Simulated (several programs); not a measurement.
**What each method gives for CdS (h-MgO type)**

CdS, h-MgO type, relaxed with r2SCAN in Ansatz, was computed with several methods. Space group P6_3/mmc (No. 194), hexagonal; a = 4.409 Å, c = 5.748 Å in the conventional setting, 24.19 Å³ an atom. Cd is surrounded by 5 S at 2.55–2.87 Å; S is surrounded by 5 Cd at 2.55–2.87 Å. The cell comes from a prototype generator: it can be a known phase or a hypothetical one. Spin polarisation is off.

```
CELL_PARAMETERS angstrom
4.40853 0.00000 0.00000
-2.20426 3.81790 0.00000
0.00000 0.00000 5.74812
ATOMIC_POSITIONS crystal
Cd 0.33333 0.66667 0.25000
Cd 0.66667 0.33333 0.75000
S 0.66667 0.33333 0.25000
S 0.33333 0.66667 0.75000
```

Gaps and times are for a single point on this cell; volume and bulk modulus come from each method's own relaxation or energy curve at fixed shape, which is too stiff where a cell has free coordinates or axes. Times are rough, from shared hosts (Arm Neoverse V1), and each method has its own mesh and cell size. A dagger marks a closed or tiny gap in a crystal that DFT finds insulating: a failure of the method or a wrong SCF state. A double dagger marks a value from a curve with shape and coordinates held. PM6 (MOPAC), PM7 (MOPAC), GFN1-xTB (tblite), GFN2-xTB (tblite) treat a cluster of cells at its zone centre, which samples few k points: where these miss a band edge, the gap comes out too large for that reason alone. Gaps from k meshes are read at a limited set of points (mesh, symmetry points, PBE's band edges), so each method's own least gap may be somewhat smaller. Force fields have no electrons; where one was fitted to this phase, its volume and modulus reflect the fit. xTB and the PM methods were fitted mostly to molecules, and can miss a solid's gap by electronvolts. Minimal bases can be far off for gaps. Times of the plane-wave ladder aren't listed, since it ran on unlike processors and cards. Curves at held shape can't give the bulk modulus of a layered or molecular crystal, so none is listed. GLLB-SC's gap includes the derivative discontinuity. G0W0 is at finite bands, cutoff and mesh. d marks a direct gap, i an indirect one (no mark: not told apart), a dash a value that wasn't computed or didn't pass its checks.

```csv
method,kind,gap (eV),own volume (Å³/atom),bulk modulus (GPa),atoms computed,processor time
PBEsol,semilocal,–,23.50,–,4,–
CdTeZnSeHgS0.sw (LAMMPS),force field,–,–,–,4,0.12 s
light PBE (260 eV and a coarse mesh),light plane-wave,1.02 i,–,–,4,1.8 s
GFN1-xTB (tblite),tight binding,0.00†,25.75‡,–,cluster,3.7 s
PBE,semilocal,1.00 i,24.80,–,4,–
LDA,semilocal,0.72 i,22.71,–,4,–
GFN2-xTB (tblite),tight binding,0.13†,–,–,cluster,6 s
PBE/SZV (CP2K),small basis,0.56 i,24.36‡,–,4,8.4 s
PM7 (MOPAC),semi-empirical,5.66,–,–,cluster,11 s
r2SCAN,semilocal,1.48 i,24.19,–,4,–
PBE/DZVP (CP2K),small basis,0.96 i,25.30‡,–,4,24 s
PBE+SOC,semilocal,0.99 i,–,–,4,–
PBE/single zeta (GPAW),small basis,1.05 i,–,–,4,57 s
GLLB-SC (GPAW),model potential,1.99,–,–,4,100 s
PM6 (MOPAC),semi-empirical,2.75,–,–,cluster,110 s
PBE0,hybrid,2.75 i,–,–,4,–
HSE06,hybrid,2.07 i,–,–,4,–
DDH-PBE0,hybrid,2.02 i,–,–,4,–
G0W0@r2SCAN (140 eV screening cutoff),many-body,2.12,–,–,4,–
G0W0@LDA (140 eV screening cutoff),many-body,1.68,–,–,4,–
G0W0@PBE (140 eV screening cutoff),many-body,1.81,–,–,4,–
G0W0@HSE06 (140 eV screening cutoff),many-body,2.37,–,–,4,–
```

Against HSE06 (2.07 eV) and with closed or daggered gaps left aside, the nearest gap at the points sampled is that of G0W0@r2SCAN (140 eV screening cutoff) (+0.05 eV) and the farthest that of PM7 (MOPAC) (+3.59 eV). HSE06 is only a yardstick of convenience, and nearness to it can be luck.

Volumes against r2SCAN's: PBEsol -2.9 %, PBE +2.5 %, LDA -6.1 %.

Relaxed on its own, the cell leaves this structure with CdTeZnSeHgS0.sw (LAMMPS), so no volume is listed.

Only the rows marked +SOC include spin-orbit coupling.
